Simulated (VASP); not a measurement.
A run of VASP 6.6.1 is set up as follows.

INCAR

```
SYSTEM = Te2Pt
PREC = Accurate
ENCUT = 600
EDIFF = 1E-7
ISMEAR = 0
SIGMA = 0.03
LREAL = .False.
LASPH = .True.
NELM = 80
ALGO = Normal
ISIF = 3
LWAVE = .False.
LCHARG = .False.
GGA = PE
IVDW = 12
IBRION = 2
NSW = 90
EDIFFG = -0.005
LATTICE_CONSTRAINTS = .TRUE. .TRUE. .FALSE.
KPAR = 4
```

Contents of KPOINTS:

```
Automatic mesh
0
Gamma
  9 9 1
  0 0 0
```

File POSCAR:

```
Te2Pt                                   
1.0
    4.0287398470      0.0000000000      0.0000000000
   -2.0143699235      3.4889910535      0.0000000000
    0.0000000000      0.0000000000     36.2035000000
  Te              Pt            
     8     4
Direct
     0.6666666699999979    0.3333333300000021    0.2496515270308039
     0.3333333300000021    0.6666666699999979    0.3254442789398096
     0.6666666699999979    0.3333333300000021    0.3916464664553961
     0.3333333300000021    0.6666666699999979    0.4674702123055777
     0.6666666699999979    0.3333333300000021    0.5325297876944225
     0.3333333300000021    0.6666666699999979    0.6083535335446039
     0.6666666699999979    0.3333333300000021    0.6745557210601903
     0.3333333300000021    0.6666666699999979    0.7503484729691962
     0.0000000000000000    0.0000000000000000    0.2881855007015914
     0.0000000000000000    0.0000000000000000    0.4295063929871309
     0.0000000000000000    0.0000000000000000    0.5704936070128697
     0.0000000000000000    0.0000000000000000    0.7118144992984087
```

Potentials or basis: VASP PAW PBE potentials, release 64 (Te, Pt).

Run with:

```bash
$ cat potpaw_PBE.64/Te/POTCAR potpaw_PBE.64/Pt/POTCAR > POTCAR
$ mpirun -np 4 vasp_std > vasp.out
```

**Question.** What does it give for the band gap on the k mesh?

**Answer.** None (metal or under the smearing width).

**Question.** What does it give for the dispersion energy per atom?

**Answer.** -0.508 eV.

Final structure:
```cif
data_structure
_symmetry_space_group_name_H-M 'P 1'
_symmetry_Int_Tables_number 1
_cell_length_a 4.0286
_cell_length_b 4.0286
_cell_length_c 36.2035
_cell_angle_alpha 90.000
_cell_angle_beta 90.000
_cell_angle_gamma 120.000
_cell_volume 508.86
loop_
_atom_site_label
_atom_site_type_symbol
_atom_site_fract_x
_atom_site_fract_y
_atom_site_fract_z
_atom_site_occupancy
Te1 Te 0.66667 0.33333 0.24964 1
Te2 Te 0.33333 0.66667 0.32544 1
Te3 Te 0.66667 0.33333 0.39166 1
Te4 Te 0.33333 0.66667 0.46747 1
Te5 Te 0.66667 0.33333 0.53253 1
Te6 Te 0.33333 0.66667 0.60834 1
Te7 Te 0.66667 0.33333 0.67456 1
Te8 Te 0.33333 0.66667 0.75036 1
Pt1 Pt 0.00000 0.00000 0.28820 1
Pt2 Pt 0.00000 0.00000 0.42950 1
Pt3 Pt 0.00000 0.00000 0.57050 1
Pt4 Pt 0.00000 0.00000 0.71180 1
```

Spin-orbit coupling is left out, which matters for the levels of Pt, Te.
